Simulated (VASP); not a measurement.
ZnSe (zincblende): gaps by functional in VASP

```
Zn Se
1.0
     0.00000    2.83242    2.83242
     2.83242    0.00000    2.83242
     2.83242    2.83242    0.00000
Zn Se
1 1
Cartesian
  0.0000 0.0000 0.0000
  1.4162 1.4162 1.4162
```

All runs share this cell. Band v is the last that the valence electrons fill when counted band by band, and c is the next. A negative gap between them is a band overlap, as in a metal.

```
                       level  gap (eV)  least direct gap (eV)  pressure (GPa)
                         PBE      1.30                   1.30             2.4
                      r²SCAN      1.87                   1.87             0.1
                         LDA      1.07                   1.07            -3.0
                      PBEsol      1.18                   1.18            -0.8
PBE with spin–orbit coupling      1.17                   1.17               –
                       HSE06      2.41                   2.41             1.3
                        PBE0      3.04                   3.04             1.1
```
